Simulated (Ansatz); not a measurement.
## Strain response of SnO2

These are results of DFT PBE, scalar-relativistic, plane waves, PAW (Ansatz), not measurements. (420 eV cutoff, 6×6×8 k-mesh, Gaussian smearing of 0.02 eV, no spin polarisation)

Starting point, cell and atoms relaxed:

```
Sn O
1.0
     4.82719    0.00000    0.00000
     0.00000    4.82719    0.00000
     0.00000    0.00000    3.23815
Sn O
2 4
Direct
  0.50000 0.50000 0.50000
  0.00000 0.00000 0.00000
  0.19342 0.80658 0.50000
  0.80658 0.19342 0.50000
  0.30658 0.30658 0.00000
  0.69342 0.69342 0.00000
```

Deformation: shear that moves c along a by the strain times its height over the a-b plane, the cell held and the atoms relaxed, all within the symmetry that the strain leaves. Energies are extrapolated to zero smearing. Gaps are Kohn–Sham gaps over the whole zone.

```csv
strain (%),ΔE (meV/atom),a (Å),b (Å),c (Å),gap (eV)
+0.0,0.0,4.827,4.827,3.238,0.68
+1.5,0.7,4.827,4.827,3.239,0.68
+3.0,3.0,4.827,4.827,3.240,0.67
+4.5,6.7,4.827,4.827,3.241,0.66
+6.0,11.9,4.827,4.827,3.244,0.66
+9.0,26.6,4.827,4.827,3.251,0.65
```

**Question.** What stiffness (1/V) d²E/dε² at zero strain does a cubic fit over all points give?

**Answer.** A cubic fit gives (1/V) d²E/dε² = 86 GPa at zero strain (the shear constant for this plane and direction).